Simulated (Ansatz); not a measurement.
Ge: what symmetry allows forces and stress to be

```
Ge
1.0
    -0.05638    2.76212    2.69698
     2.76212   -0.05638    2.69698
     2.70535    2.70535    0.00040
Ge
2
Direct
  0.51767 0.51767 0.48299
  0.73233 0.73233 0.76701
```

Computed with DFT PBE, scalar-relativistic, plane waves, PAW in Ansatz.

Cutoff 420 eV; k points 12×12×12 on the computed 2-atom cell (Γ-centred); Gaussian smearing, width 0.10 eV; no spin polarisation.

This distorted cell has space group C2/m, with 4 operations.

Q: Without a calculation: in which directions can each atom feel a force?

A: A force must be left unchanged by every operation that keeps its atom in place, so it lies in the space that those operations leave fixed. Atoms that the group maps onto each other feel forces of one size.
| atom | site symmetry | operations at the site | equivalent to atom | allowed force (Cartesian) |
| --- | --- | --- | --- | --- |
| Ge1 | m | 2 | 1 | in the plane normal to (0.71, -0.71, 0.00) |
| Ge2 | m | 2 | 1 | in the plane normal to (0.71, -0.71, 0.00) |

That leaves 2 independent force components of 6. A relaxation in this cell that keeps the symmetry moves the atoms in these directions alone.

Q: And the stress tensor?

A: It must be invariant under the point group, which leaves 4 independent components: xx = yy, yz = xz.

Q: Do the computed values obey this?

A: Yes. Forces (eV/Å):
```
Ge1 -0.086 -0.086 -3.112
Ge2  0.086  0.086  3.112
```

Stress (GPa, compression positive, xx yy zz yz xz xy): 16.13 16.13 14.33 0.28 0.28 15.19. The program imposes the same operations on density, forces and stress, so this confirms the analysis and is no independent test of the calculation.